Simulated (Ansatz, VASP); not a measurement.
# GaP in two plane-wave programs

One calculation is typed for both programs; each brings its own data sets. How far apart do they land? The structure shown is the end of the Ansatz relaxation below.

Main program and level: Ansatz 0.2.0; plane waves, with VASP 6.6.1 beside it; single point at LDA.

### Step 1. The starting structure

Symmetry: I-4m2, No. 119, tetragonal system. The conventional cell has a = 3.850 Å, b = 3.850 Å, c = 5.230 Å, α = 90.00°, β = 90.00°, γ = 90.00°. Nearest to P lie 4 Ga at 2.33 Å. Nearest to Ga lie 4 P at 2.33 Å. Farther neighbours are not listed.

### Step 2. Ansatz: relaxation, LDA

Ansatz runs on its PAW soft_1 files.

This run makes the geometry at which the two programs are then compared.

input.yaml reads:

```yaml
crystal:
  lattice:
    - [0.0, 2.7129948643, 2.614834521]
    - [2.7129948643, 0.0, 2.614834521]
    - [2.7129948643, 2.7129948643, 0.0]
  atoms:
    - { symbol: P, position: [0.75, 0.75, 0.75] }
    - { symbol: Ga, position: [0.0, 0.0, 0.0] }
  conventional_axes: [[-1, 1, 1], [1, -1, 1], [1, 1, -1]]
kpoints:
  mp_grid: { grid: [12, 12, 12] }
hamiltonian:
  xc: lda
  pseudopotentials: { kind: paw, azcp: { folder: soft_1 }, xc_functional: pbe }
scf:
  occupations: { method: gaussian, width: 0.02 }
output:
  forces: true
  stress: true
  eigenvalues: true
relax:
  adjacent_minimum: "off"
  f_tol: 0.001
  max_steps: 60
  cell: { stress_tol: 0.01, fix: [c, angles] }
```

The run is started by

```bash
$ ansatz run input.yaml --threads 4 --pin off --max-ram 10240MiB --backend cpu --events-out ev --progress --plain --runs-dir out
```

Numbers of over 12 decimals in the logs are rounded to 6 here.

Output:

```text
Engine: ansatz 0.2.0, aarch64-unknown-linux-gnu
Pseudopotentials: kind: paw
Pseudopotential: P, paw, valence charge 5, recommended cutoff 420 eV (normal), soft_1/P.paw.azcp
Pseudopotential: Ga, paw, valence charge 13, recommended cutoff 420 eV (normal), soft_1/Ga.paw.azcp
Functional definition: SPW92
  exchange = slater_x
  correlation = pw_c
Crystal: 2 atoms, lattice volume = 38.492 Å³
Basis set: ecut = 420 eV, 741 PW (Γ)
Bands: 13, of which v1, the nominal top of the filled ones, is band 9 counted from 1 (8 counted from 0)
Symmetry: 8 space group operations
Space group: I-4m2 (ITA 119), of the structure as read, at distance tolerance 3.4e-5 Å
k-points: 163 of 1728 (time reversal used)
Non-local potential: P, projectors of the file, l = 0: 2, l = 1: 2, l = 2: 1
Non-local potential: Ga, projectors of the file, l = 0: 2, l = 1: 2, l = 2: 3, l = 3: 1
PAW form: soft (Blöchl's): semilocal exchange-correlation on the pseudo side does not see the compensation charge
PAW frozen core: P, regenerated for the run's functional, and the local potential with it (the file was generated under x = pbe(κ = 0.804, μ = 0.219515), c = pbe(β = 0.066725))
PAW frozen core: Ga, regenerated for the run's functional, and the local potential with it (the file was generated under x = pbe(κ = 0.804, μ = 0.219515), c = pbe(β = 0.066725))
PAW one-centre angular grid: P, 110 points (default); XC on 64 Gauss nodes
PAW one-centre angular grid: Ga, 590 points (default); XC on 64 Gauss nodes
Initial density: superposition of atomic densities (chi_scale 0.1, normalization cell, long waves kept (reshape's long-wave potential 0.00 eV rms))
Initial wavefunctions: pseudopotential atomic-orbital guess
Functional: x = slater, c = lda
SCF iter   1: F=—  HF=-4433.962524 eV  |F-HF|=—  |Δ(HF+E_count)|=         —  Δρ=4.56e-2  dr2=6.80e-1  ethr=3.10e-3  ⟨swp⟩=6.5  Hψ=14915  notcnv=0
preconditioner: auto → none  [insulator: Δε(μ)=1.465 eV  Ē_g=15.583 eV  σ=0.020 eV  W_gap=1.00  n_scr=14 (ndim 8)  ℏωp=25.4 eV  f_vac=0.000  D(μ)=0.00/eV (n_scr^D=0)  ε∞_Penn≈3.7]
SCF iter   2: F=—  HF=-4433.779199 eV  |F-HF|=—  |Δ(HF+E_count)|=   1.83e-1  Δρ=2.05e-2  dr2=9.11e-2  ethr=3.10e-3  ⟨swp⟩=2.2  Hψ=4239  notcnv=0
SCF iter   3: F=—  HF=-4433.765185 eV  |F-HF|=—  |Δ(HF+E_count)|=   1.40e-2  Δρ=5.21e-3  dr2=1.00e-2  ethr=5.06e-4  ⟨swp⟩=3.0  Hψ=4231  notcnv=0
SCF iter   4: F=—  HF=-4433.761470 eV  |F-HF|=—  |Δ(HF+E_count)|=   3.72e-3  Δρ=2.40e-3  dr2=7.99e-4  ethr=5.57e-5  ⟨swp⟩=3.0  Hψ=4584  notcnv=0
SCF iter   5: F=—  HF=-4433.761124 eV  |F-HF|=—  |Δ(HF+E_count)|=   3.46e-4  Δρ=5.53e-4  dr2=4.38e-5  ethr=4.44e-6  ⟨swp⟩=2.0  Hψ=4203  notcnv=0
SCF iter   6: F=—  HF=-4433.761124 eV  |F-HF|=—  |Δ(HF+E_count)|=   1.47e-8  Δρ=2.95e-5  dr2=2.04e-7  ethr=2.43e-7  ⟨swp⟩=2.4  Hψ=2638  notcnv=0
SCF iter   7: F=-4433.761124 eV  HF=-4433.761124 eV  |F-HF|=1.84e-9  |Δ(HF+E_count)|=   1.38e-7  Δρ=6.09e-6  dr2=6.99e-9  ethr=5.56e-10  ⟨swp⟩=6.4  Hψ=10876  notcnv=0
SCF 1 converged in 7 iterations: F = -4433.761124 eV  dr2 = 6.99e-9
  greatest PAW one-centre occupation: 0.994 electrons in one spin orbital (limit 2), on the Ga atom at site 1 (counted from 0), in its partial waves of l = 2
relax step   1: F+E_penalty+E_count = -4433.76112397 eV  Δ(F+E_penalty+E_count) = +0.000e0 eV  max|allowed force component| = 6.765e-17 eV/Å  Δτ_max = 0.0000 Å  P = +1.623 GPa  Ω = 38.492 Å³  fix = [c, alpha, beta, gamma]  reactions: c +3.417 GPa  (7 SCF iters, dr2 threshold 1.00e-7 eV, accepted)
[...]
relax step   2: F+E_penalty+E_count = -4433.76162733 eV  Δ(F+E_penalty+E_count) = -5.034e-4 eV  max|allowed force component| = 5.725e-17 eV/Å  Δτ_max = 0.0000 Å  P = +1.175 GPa  Ω = 38.670 Å³  energy of the carried Pulay correction = -2.310e-5 eV  fix = [c, alpha, beta, gamma]  reactions: c +3.073 GPa  (4 SCF iters, dr2 threshold 2.00e-7 eV, accepted)
[...]
relax step   3: F+E_penalty+E_count = -4433.76167464 eV  Δ(F+E_penalty+E_count) = -4.732e-5 eV  max|allowed force component| = 3.990e-17 eV/Å  Δτ_max = 0.0000 Å  P = +0.976 GPa  Ω = 38.750 Å³  energy of the carried Pulay correction = -3.358e-5 eV  fix = [c, alpha, beta, gamma]  reactions: c +2.920 GPa  (3 SCF iters, dr2 threshold 1.28e-7 eV, accepted)
[...]
relax step   4: F+E_penalty+E_count = -4433.76170797 eV  Δ(F+E_penalty+E_count) = -3.333e-5 eV  max|allowed force component| = 3.643e-17 eV/Å  Δτ_max = 0.0000 Å  P = +0.976 GPa  Ω = 38.750 Å³  fix = [c, alpha, beta, gamma]  reactions: c +2.920 GPa  stress off target by 3.67e-3 GPa on what of the cell is left free  SCF on the basis re-selected at this cell (its energy is not comparable with the rows above)  (6 SCF iters)
basis re-selected at this cell: Δ(F+E_penalty+E_count) = -3.333e-5 eV, ΔP = +0.000 GPa vs the last step (what re-selecting the basis moved, of the pressure what is left beyond the Pulay correction that the steps carried, after the strain that the cell walked since its last selection, with what the two solves' SCF thresholds leave and, on support functions, any second-order correction that the steps lacked; it is no m [...]
SCF converged after 6 iterations
Free energy (F): -4433.761708 eV
Harris-Foulkes:  -4433.761708 eV  (|F-HF|=0.00e0)
Internal energy: -4433.761708 eV  (E = F + TS)
E sigma→0 (E₀):  -4433.761708 eV
Fermi energy:    8.025916 eV
--- Per-component energies (eV) ---
  E_band       = -56.523259
  E_kinetic    = 182.451203
  E_local      = -1650.920583  (includes V_loc(G=0)·N_el)
  E_nonlocal   = -57.224078
  E_hartree    = 1003.427895
  E_xc         = -136.118145
  E_vxc        = -118.803697  (∫ρ·V_xc dr)
  E_paw        = -2445.098912  (= ΣΔE_a)
  E_vpaw       = -418.881714  (= ΣTr[D̂ρ^β])
  E_aug_tail   = -0.000200  (compensation charges beyond the density's cutoff)
  E_ewald      = -1332.124721
  E_core_change = 1.845833  (= ΣΔE_core)
  E_smearing   = -0.000000  (= −TS)
  E_closure    = 0.000000  (closes the sum)
  Σ components = -4433.761708   (vs F -4433.761708, Δ=0.00e0)
--- Forces (eV/Å), atoms counted from 1 ---
  atom   1  P      0.00000000    -0.00000000    -0.00000000
  atom   2  Ga     0.00000000    -0.00000000    -0.00000000
  max |Σ_I F_I| component: 9.37e-17 eV/Å
--- Stress (GPa, compression-positive) ---
        0.003670       0.000000       0.000000
        0.000000       0.003670      -0.000000
        0.000000      -0.000000       2.920379
  P = ⅓ Tr σ = 0.9759 GPa (9.759 kbar)
--- Band table (eV; the first three rows and the last of 163) ---
  k-point 0: bands = [... 5 lower, -5.4616, 7.3152, 7.3152, 7.5356, 9.3506, 11.1179, 11.2048, 11.2048]
  k-point 1: bands = [... 5 lower, -5.3656, 6.4533, 7.1859, 7.3584, 9.8151, 11.2700, 11.3820, 11.4633]
  k-point 2: bands = [... 5 lower, -5.0844, 4.9121, 6.8837, 7.0917, 9.8169, 11.7282, 11.7539, 12.4615]
  k-point 162: bands = [... 5 lower, -2.1272, 0.5234, 4.3376, 4.3376, 8.6123, 8.7670, 18.1231, 18.1231]
--- Relaxed structure (3 steps of the walk, 3 accepted, 1 SCFs on fresh bases) ---
  F+E_penalty+E_count = -4433.76170797 eV   max|allowed force component| = 3.643e-17 eV/Å   (the final SCF, on the basis selected at the relaxed cell)
  cell:  # Å, volume = 38.7503 Å³
    - [0, 2.722078, 2.614834521]
    - [2.722078, 0, 2.614834521]
    - [2.722078, 2.722078, 0]
  atoms:
    - { symbol: P, position: [0.750000, 0.750000, 0.750000] }
    - { symbol: Ga, position: [0, 0, 0] }
```

### Step 3. VASP: single point, LDA, pair 1

The same cell, functional (in two slightly different forms), mesh and smearing now go to VASP, with its own data sets.

Lines of VASP's logs that name or quote its potential files are left out, and so is its time.

INCAR reads:

```
SYSTEM = GaP
PREC = Accurate
ENCUT = 500
EDIFF = 1E-06
NELM = 120
ISMEAR = 0
SIGMA = 0.02
LREAL = .FALSE.
ALGO = Normal
GGA = CA
NBANDS = 15
LORBIT = 11
LWAVE = .FALSE.
LCHARG = .FALSE.
ISIF = 2
LASPH = .TRUE.
GGA_COMPAT = .FALSE.
EFERMI = MIDGAP
KPAR = 2
```

POSCAR reads:

```
GaP
1.0
    0.0000000000      2.7220781877      2.6148345210
    2.7220781877      0.0000000000      2.6148345210
    2.7220781877      2.7220781877      0.0000000000
P Ga
1 1
Direct
    0.7500000000      0.7500000000      0.7500000000
    0.0000000000      0.0000000000      0.0000000000
```

KPOINTS reads:

```
Automatic mesh
0
Gamma
12 12 12
0 0 0
```

Potentials, in the order of the species: P and Ga_d (LDA family, release 64).

The run is started by

```bash
$ mpirun -np 2 vasp_std
```

Output:

```text
[banner, memory and clock lines left out]
running    2 mpi-ranks, on    1 nodes
 distrk:  each k-point on    1 cores,    2 groups
 distr:  one band on    1 cores,    1 groups

 POSCAR found type information on POSCAR P Ga
 POSCAR found :  2 types and       2 ions
 LDA part: xc-table for (Slater(with rela. corr.)+CA(PZ))
 , standard interpolation
 POSCAR, INCAR and KPOINTS ok, starting setup
 FFT: planning ... GRIDC
 FFT: planning ... GRID_SOFT
 FFT: planning ... GRID
 WAVECAR not read
 entering main loop
       N       E                     dE             d eps       ncg     rms          rms(c)
DAV:   1     0.769584365669E+02    0.76958E+02   -0.89538E+03  5106   0.171E+03
DAV:   2    -0.484698611170E+01   -0.81805E+02   -0.78029E+02  5604   0.311E+02
DAV:   3    -0.106867755337E+02   -0.58398E+01   -0.58170E+01  6115   0.673E+01
DAV:   4    -0.107788938341E+02   -0.92118E-01   -0.92094E-01  6090   0.913E+00
DAV:   5    -0.107807839652E+02   -0.18901E-02   -0.18899E-02  6390   0.114E+00    0.455E+00
DAV:   6    -0.104983707015E+02    0.28241E+00   -0.39079E-01  7618   0.115E+01    0.294E+00
DAV:   7    -0.104466833827E+02    0.51687E-01   -0.96089E-02  6420   0.230E+00    0.108E+00
DAV:   8    -0.104420688262E+02    0.46146E-02   -0.12460E-02  6208   0.130E+00    0.219E-01
DAV:   9    -0.104420283878E+02    0.40438E-04   -0.10609E-03  7273   0.422E-01    0.628E-02
DAV:  10    -0.104420240637E+02    0.43241E-05   -0.53368E-05  7457   0.924E-02    0.242E-02
DAV:  11    -0.104420299828E+02   -0.59191E-05   -0.91392E-06  6237   0.445E-02    0.785E-03
DAV:  12    -0.104420297640E+02    0.21888E-06   -0.46362E-07  4132   0.810E-03
   1 F= -.10442030E+02 E0= -.10442030E+02  d E =0.000000E+00
```

OUTCAR, selected parts (step 3):

```text
ion  position               nearest neighbor table
   1  0.750  0.750  0.750-   2 2.33   2 2.33   2 2.33   2 2.33
   2  0.000  0.000  0.000-   1 2.33   1 2.33   1 2.33   1 2.33

  LATTYP: Found a body centered tetragonal cell.
 ALAT       =     3.8495998909
 C/A-ratio  =     1.3584967763

 Subroutine GETGRP returns: Found  8 space group operations
 (whereof  8 operations were pure point group operations)

The static configuration has the point symmetry D_2d.

 Found    163 irreducible k-points:

   k-points           NKPTS =    163   k-points in BZ     NKDIM =    163   number of bands    NBANDS=     15

   dimension x,y,z NGX =    28 NGY =   28 NGZ =   28
   dimension x,y,z NGXF=    56 NGYF=   56 NGZF=   56

   ENCUT  =  500.0 eV  36.75 Ry    6.06 a.u.   6.88  6.88  7.02*2*pi/ulx,y,z

   NELECT =      18.0000    total number of electrons

 k-points in reciprocal lattice and weights: Automatic mesh
   0.00000000  0.00000000  0.00000000       0.001
   0.08333333  0.00000000  0.00000000       0.005
   0.16666667  0.00000000  0.00000000       0.005
   0.25000000 -0.00000000  0.00000000       0.005
   0.33333333  0.00000000  0.00000000       0.005
   0.41666667  0.00000000  0.00000000       0.005
   0.50000000 -0.00000000  0.00000000       0.002
   0.08333333  0.08333333  0.00000000       0.001
   0.16666667  0.08333333  0.00000000       0.005
[...]
-0.33333333  0.16666667  0.50000000       0.002
  -0.25000000  0.25000000  0.50000000       0.001

 average (electrostatic) potential at core
       1 -84.2017       2 -66.1626

 E-fermi :   5.6015

 k-point     1 :       0.0000    0.0000    0.0000
  band No.  band energies     occupation
    ...
      5      -9.7093      2.00000
      6      -7.8782      2.00000
      7       4.8908      2.00000
      8       4.8908      2.00000
      9       5.1104      2.00000
     10       6.9552      0.00000
     11       8.6985      0.00000
     12       8.7859      0.00000
     13       8.7859      0.00000
     14      13.6528      0.00000
    ...

 k-point     2 :       0.0833    0.0000    0.0000
  band No.  band energies     occupation
    ...
      5      -9.7092      2.00000
      6      -7.7823      2.00000
      7       4.0331      2.00000
      8       4.7615      2.00000
      9       4.9336      2.00000
     10       7.4134      0.00000
     11       8.8516      0.00000
     12       8.9635      0.00000
     13       9.0461      0.00000
     14      14.1027      0.00000
    ...

 k-point     3 :       0.1667    0.0000    0.0000
  band No.  band energies     occupation
    ...
      5      -9.7084      2.00000
      6      -7.5012      2.00000
      7       2.4934      2.00000
      8       4.4593      2.00000
      9       4.6670      2.00000
     10       7.4093      0.00000
     11       9.3107      0.00000
     12       9.3363      0.00000
     13      10.0492      0.00000
     14      13.7036      0.00000
    ...

  Total        0.0185568      0.0185568      0.7225992      0.0000000      0.0000000      0.0000000
  in kB        0.7672512      0.7672512     29.8767025      0.0000000      0.0000000      0.0000000
  external PRESSURE =      10.4704016 kB  Pullay stress =       0.0000000 kB

  energy-cutoff  :      500.00
  volume of cell :       38.75
      direct lattice vectors                 reciprocal lattice vectors
     0.000000000  2.722078188  2.614834521    -0.183683188  0.183683188  0.191216689
     2.722078188  0.000000000  2.614834521     0.183683188 -0.183683188  0.191216689
     2.722078188  2.722078188  0.000000000     0.183683188  0.183683188 -0.191216689

 POSITION                                       TOTAL-FORCE (eV/Angst)
 -----------------------------------------------------------------------------------
      4.08312      4.08312      3.92225         0.000000      0.000000     -0.000000
      0.00000      0.00000      0.00000        -0.000000     -0.000000      0.000000
 -----------------------------------------------------------------------------------
    total drift:                               -0.000001     -0.000001      0.000000

  FREE ENERGIE OF THE ION-ELECTRON SYSTEM (eV)
  ---------------------------------------------------
  free  energy   TOTEN  =       -10.4420297640 eV

  energy  without entropy=      -10.4420297640  energy(sigma->0) =      -10.44202976

 total charge
# of ion       s       p       d       tot
------------------------------------------
    1        1.022   1.540   0.000   2.563
    2        0.879   0.906  10.020  11.805
--------------------------------------------------
tot          1.902   2.446  10.020  14.368

[... 3 further parts left out ...]
```

The gap is read on the k-mesh alone, so it is an upper bound where the band edges lie off the mesh.

### Step 4. Differences

Known differences besides the potentials themselves: the two LDA forms differ slightly; the cutoff is 420 eV in Ansatz and 500 eV in VASP; VASP's log shows a relativistic correction to its local exchange, Ansatz's none; Ansatz's pressure holds a Pulay correction, VASP's none. Total energies have different zeros and are not compared.

Both answers:

| quantity | Ansatz | VASP | difference |
| --- | --- | --- | --- |
| pressure (GPa) | 0.98 | 1.05 | -0.07 |
| gap on the k mesh (eV) | 0.981 | 0.982 | -0.001 |

A gap on the mesh is an upper bound, since the band edges may lie between its points.

### Step 5. Ansatz: relaxation, LDA

This run makes the geometry at which the two programs are then compared. The cell compared in this pair holds 38.62 Å³, against 38.75 Å³ for the pair before.

The structure compared here is the end of the Ansatz relaxation.

Changes to input.yaml since step 2:

```diff
@@ -2,5 +2,5 @@
   lattice:
-    - [0.0, 2.7129948643, 2.614834521]
-    - [2.7129948643, 0.0, 2.614834521]
-    - [2.7129948643, 2.7129948643, 0.0]
+    - [0.0, 2.7220781877, 2.5878774641]
+    - [2.7220781877, 0.0, 2.5878774641]
+    - [2.7220781877, 2.7220781877, 0.0]
   atoms:
```

The run is started by

```bash
$ ansatz run input.yaml --threads 4 --pin off --max-ram 10240MiB --backend cpu --events-out ev --progress --plain --runs-dir out
```

Output:

```text
[...]
Crystal: 2 atoms, lattice volume = 38.351 Å³
Basis set: ecut = 420 eV, 741 PW (Γ)
Bands: 13, of which v1, the nominal top of the filled ones, is band 9 counted from 1 (8 counted from 0)
Symmetry: 8 space group operations
[...]
k-points: 163 of 1728 (time reversal used)
[...]
k-point 162: bands = [... 5 lower, -2.0448, 0.6205, 4.3089, 4.3089, 8.5909, 8.7215, 18.1836, 18.1836]
--- Relaxed structure (3 steps of the walk, 3 accepted, 1 SCFs on fresh bases) ---
[...]
cell:  # Å, volume = 38.6152 Å³
    - [0, 2.731445, 2.5878774641]
    - [2.731445, 0, 2.5878774641]
    - [2.731445, 2.731445, 0]
  atoms:
    - { symbol: P, position: [0.75, 0.75, 0.75] }
    - { symbol: Ga, position: [0, 0, 0] }
[key lines of the parts left out:]
SCF converged after 6 iterations
Free energy (F): -4433.753282 eV
Fermi energy:    8.050904 eV
P = ⅓ Tr σ = 1.2735 GPa (12.735 kbar)
```

Between step 4 and this run (cell volume -0.3 %) the value for the gap on the k-mesh moves from 0.981 to 0.846.

### Step 6. VASP: single point, LDA, pair 2

The same cell, functional (in two slightly different forms), mesh and smearing now go to VASP, with its own data sets.

INCAR is that of step 3.

POSCAR reads:

```
GaP
1.0
    0.0000000000      2.7314450367      2.5878774641
    2.7314450367      0.0000000000      2.5878774641
    2.7314450367      2.7314450367      0.0000000000
P Ga
1 1
Direct
    0.7500000000      0.7500000000      0.7500000000
    0.0000000000      0.0000000000      0.0000000000
```

KPOINTS is that of step 3.

The run is started by

```bash
$ mpirun -np 2 vasp_std
```

Output:

```text
[... set-up lines as in an earlier step ...]
 entering main loop
       N       E                     dE             d eps       ncg     rms          rms(c)
DAV:   1     0.778407582894E+02    0.77841E+02   -0.89732E+03  5070   0.171E+03
DAV:   2    -0.463462568307E+01   -0.82475E+02   -0.78791E+02  5590   0.315E+02
DAV:   3    -0.106718173550E+02   -0.60372E+01   -0.60153E+01  6080   0.681E+01
DAV:   4    -0.107720908905E+02   -0.10027E+00   -0.10023E+00  6027   0.945E+00
[...]
DAV:  10    -0.104335046369E+02    0.45936E-05   -0.53827E-05  7472   0.920E-02    0.243E-02
DAV:  11    -0.104335104361E+02   -0.57992E-05   -0.90360E-06  6257   0.447E-02    0.792E-03
DAV:  12    -0.104335102130E+02    0.22306E-06   -0.47020E-07  4027   0.827E-03
   1 F= -.10433510E+02 E0= -.10433510E+02  d E =0.000000E+00
```

[end of part 1 of 2]

[Lines on the potential files, build, host, timing and source positions are cut from VASP's logs without a mark.]

[Logs are printed without paths, hosts, clocks, repeated set-up lines and the standing remarks that a program may print on its own settings, such as how far it seeks lower states.]

[Hosts, paths, dates, database ids (printed as entryN), source tags and the programs' standing remarks are cut or masked in the printed files.]
